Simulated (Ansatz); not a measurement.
# BN: the cost of one run

Computed with Ansatz 0.2.0 (DFT PBEsol, scalar-relativistic, plane waves, PAW, unless a step's input says otherwise).

3 further runs of the same task are left out: 3 set aside as unsound or not needed.

## Step 1: The structure to begin with

Symmetry: P6_3/mmc, No. 194, hexagonal system. The conventional cell has a = 2.504 Å, b = 2.504 Å, c = 7.019 Å, α = 90.00°, β = 90.00°, γ = 120.00°. Around B (site symmetry -6m2) lie 3 N at 1.45 Å. N (site symmetry -6m2) is surrounded by 3 B at 1.45 Å.

Structure file:

```
B N
1.0
    -2.50435    0.00000    0.00000
     0.00000    4.33766    0.00000
     1.25217   -2.16883   -7.01910
B N
4 4
Direct
  0.87500 0.20833 0.75000
  0.37500 0.70833 0.75000
  0.12500 0.79167 0.25000
  0.62500 0.29167 0.25000
  0.62500 0.95833 0.25000
  0.12500 0.45833 0.25000
  0.37500 0.04167 0.75000
  0.87500 0.54167 0.75000
```

It is built from the cell relaxed beforehand with the same method (9.53 Å³/atom).

## Step 2: The undisturbed cell

input.yaml

```yaml
crystal:
  lattice:
    - [-2.5043488586, 0.0, 0.0]
    - [-1.0e-10, 4.337659463, 0.0]
    - [1.2521744293, -2.1688297315, -7.0190965611]
  atoms:
    - { symbol: B, position: [0.875, 0.2083333333, 0.75] }
    - { symbol: B, position: [0.375, 0.7083333333, 0.75] }
    - { symbol: B, position: [0.125, 0.7916666667, 0.25] }
    - { symbol: B, position: [0.625, 0.2916666667, 0.25] }
    - { symbol: "N", position: [0.625, 0.9583333333, 0.25] }
    - { symbol: "N", position: [0.125, 0.4583333333, 0.25] }
    - { symbol: "N", position: [0.375, 0.0416666667, 0.75] }
    - { symbol: "N", position: [0.875, 0.5416666667, 0.75] }
basis:
  ecutwfc: 420
kpoints:
  mp_grid: { grid: [10, 10, 10] }
hamiltonian:
  xc: pbesol
scf:
  occupations: { method: gaussian, width: 0.05 }
output:
  forces: true
  stress: true
  eigenvalues: true
  write_density: true
  write_potential: true
  elf: true
  volumetric_format: npy
```

Started as:

```bash
> ansatz run input.yaml --threads 2 --pin off --max-ram 5120MiB --backend cpu --events-out ev --progress --plain --runs-dir out
```

Q: Estimate wall time and peak memory on 2 threads of Arm Neoverse V1, shared host.

About 11 s, with a peak of 0.49 GiB.
